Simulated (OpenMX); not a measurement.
MgTe:

```
Te Mg
1.0
     0.00000    3.23200    3.23200
     3.23200    0.00000    3.23200
     3.23200    3.23200    0.00000
Te Mg
1 1
Direct
  0.25000 0.25000 0.25000
  0.00000 0.00000 0.00000
```

The cell comes from a database or a generator and needn't be the stable form of this composition.

```yaml
Program: OpenMX 3.8.5
Task: single point
Functional: PBE
Potentials_or_basis: OpenMX 2013 PBE set, Te7.0-s3p2d2f1, Mg7.0-s3p2d1, grid cutoff 500 Ry
k_mesh: 7 × 7 × 7
Occupations: fermi-dirac, width 0.05 eV
Spin: no spin polarisation
```

On this cell: pressure 1.6 GPa; largest force zero by symmetry; band gap on the k mesh 2.67 eV, direct.

The same run follows on a disturbed copy (atoms moved at random, drawn with an rms of 0.05 Å):

```xyz
2
Lattice="0.0000 3.2320 3.2320 3.2320 0.0000 3.2320 3.2320 3.2320 0.0000" Properties=species:S:1:pos:R:3 pbc="T T T"
Te    1.5669    1.6006    1.6141
Mg   -0.0475    0.0194   -0.0146
```

Q: What does the disturbed cell give?

A: The energy moves by +1.8 meV/atom; pressure 1.6 GPa; largest force 0.163 eV/Å; band gap on the k mesh 2.63 eV, direct.

Forces on the atoms (eV/Å):
```
Te   0.002  0.153 -0.057
Mg  -0.005 -0.140  0.053
```

The forces don't sum to zero, so they hold noise of the program's grid.

Caveats: spin-orbit coupling is left out, which moves the levels of the heavy elements; an odd mesh through Γ misses points on the zone boundary, where band edges often lie; the basis of atomic orbitals isn't converged, which shifts pressures, moduli and gaps.
